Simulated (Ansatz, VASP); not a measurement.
# One calculation of Cu, two programs

INCAR

```
SYSTEM = Cu
PREC = Accurate
ENCUT = 520
EDIFF = 1E-6
ISMEAR = -1
SIGMA = 0.05
LREAL = .FALSE.
LASPH = .TRUE.
NELM = 60
ALGO = Normal
ISIF = 2
LWAVE = .FALSE.
LCHARG = .FALSE.
GGA = PS
NBANDS = 30
```

File KPOINTS:

```
regular mesh
0
G
  12 12 4
  0 0 0
```

The input POSCAR:

```
Cu
1.0
    2.5640673725      0.0000000000      0.0000000000
   -1.2820336863      2.2205474816      0.0000000000
    0.0000000000      0.0000000000      8.3705356409
Cu
4
Direct
    0.6666666667      0.3333333333      0.7500000000
    0.0000000000      0.0000000000      0.5000000000
    0.3333333333      0.6666666667      0.2500000000
    0.0000000000      0.0000000000      0.0000000000
```

The input input.yaml:

```yaml
crystal:
  lattice:
    - [2.5640673725, 0.0, 0.0]
    - [-1.2820336863, 2.2205474816, 0.0]
    - [0.0, 0.0, 8.3705356409]
  atoms:
    - { symbol: Cu, position: [0.6666666667, 0.3333333333, 0.75] }
    - { symbol: Cu, position: [0.0, 0.0, 0.5] }
    - { symbol: Cu, position: [0.3333333333, 0.6666666667, 0.25] }
    - { symbol: Cu, position: [0.0, 0.0, 0.0] }
hamiltonian:
  xc: pbesol
  pseudopotentials: { kind: paw }
kpoints:
  mp_grid: { grid: [12, 12, 4] }
scf:
  occupations: { method: fermi_dirac, width: 0.05 }
output:
  forces: true
  stress: true
  eigenvalues: true
```

This isn't the form of Cu at room conditions, which is fcc.

Alike in both runs: task single point; functional PBEsol; k mesh 12 × 12 × 4; occupations fermi-dirac, width 0.05 eV; no spin polarisation.

|  | VASP | Ansatz |
| --- | --- | --- |
| version | VASP 6.6.1 | Ansatz 0.2.0 |
| potentials or method | VASP PAW PBE potentials, release 64 (Cu) | Ansatz PAW |
| plane-wave cutoff (eV) | 520 | 420 |
| valence electrons in the cell | 44 | 76 |

|  | VASP | Ansatz | Ansatz less VASP |
| --- | --- | --- | --- |
| gap on the k mesh at the Fermi level (eV) | none | none | - |
| pressure (GPa) | -6.8 | -7.5 | -0.67 |
| largest component of the traceless stress (GPa) | 0.36 | 0.32 | -0.039 |

A gap of «none» marks a metal or a gap that the smearing closes. The two sets of potentials don't hold the same shells in valence.

Caveats: the PAW data sets were made with another functional, which shifts forces and pressure a little (VASP); the PAW data sets come from PBE, with cores solved anew for the run's functional, which leaves a small shift of forces and pressure (Ansatz).
